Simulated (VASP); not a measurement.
Here is a VASP 6.6.1 calculation.

Contents of INCAR:

```
PREC = Accurate ; ENCUT = 520
EDIFF = 1E-6 ; ISMEAR = 0
SIGMA = 0.03 ; LREAL = F
LASPH = T ; NELM = 80
ALGO = Normal ; ISIF = 2
LWAVE = F ; LCHARG = F
NBANDS = 21 ; KPAR = 4
```

The input KPOINTS:

```
regular mesh
0
Gamma
  6 6 6
```

The input POSCAR:

```
Ge
1.0
    0.0000000000      2.8289100000      2.8289100000
    2.8289100000      0.0000000000      2.8289100000
    2.8289100000      2.8289100000      0.0000000000
Ge
2
Direct
    0.0000000000      0.0000000000      0.0000000000
    0.2500000000      0.2500000000      0.2500000000
```

Potentials or basis: VASP PAW LDA potentials, release 64 (Ge_d).

Launch:

```console
$ cat potpaw_LDA.64/Ge_d/POTCAR > POTCAR
$ mpirun -np 4 vasp_std > vasp.out
```

**Question.** Estimate the pressure.

**Answer.** -1.1 GPa.

**Question.** Predict the band gap on the k mesh.

**Answer.** None (metal or under the smearing width).

Caveat: this crystal is a semiconductor, whose small gap the functional closes, so the metal is an error of the method.

**The experiment to reproduce.**

From “Temperature-dependent photoluminescence in Ge: experiment and theory”, 2020, arxiv:2003.00143, for a bulk crystal of Ge at 0 K: band gap 0.744 eV (indirect).

A measured gap of Ge is 0.744 eV (indirect; 0 K; “Temperature-dependent photoluminescence in Ge: experiment and theory”, 2020, arxiv:2003.00143); the calculated 0.00 eV misses it by -0.74 eV. 3 values of this kind are on record (0.666 to 0.807 eV); this one was drawn at random among those near their median. Spin-orbit coupling on Ge is left out. The value is that of LDA on a finite k mesh, which can miss the band edges, without temperature or zero-point motion. Semilocal functionals fall short of measured gaps as a rule.
